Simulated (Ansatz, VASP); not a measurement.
## Hf in VASP and in Ansatz

```xyz
1
Lattice="-1.7248 1.7248 1.7248 1.7248 -1.7248 1.7248 1.7248 1.7248 -1.7248" Properties=species:S:1:pos:R:3 pbc="T T T"
Hf    0.0000    0.0000    0.0000
```

Alike in both runs: task single point; functional PBE; k mesh 18 × 18 × 18; occupations gaussian, width 0.05 eV; no spin polarisation.

|  | VASP | Ansatz |
| --- | --- | --- |
| version | VASP 6.6.1 | Ansatz 0.2.0 |
| potentials or method | VASP PAW PBE potentials, release 64 (Hf_pv) | scalar-relativistic, plane waves, PAW |
| plane-wave cutoff (eV) | 520 | 420 |
| valence electrons in the cell | 10 | 26 |

```tsv
	VASP	Ansatz	Ansatz less VASP
gap on the k mesh at the Fermi level (eV)	none	none	-
pressure (GPa)	9.1	9.4	+0.30
```

A gap of «none» marks a metal or a gap that the smearing closes. The functional is the same, so the differences come from potentials, cutoffs and numerics. The two sets of potentials don't hold the same shells in valence.

Spin-orbit coupling is left out, which matters for the levels of Hf.
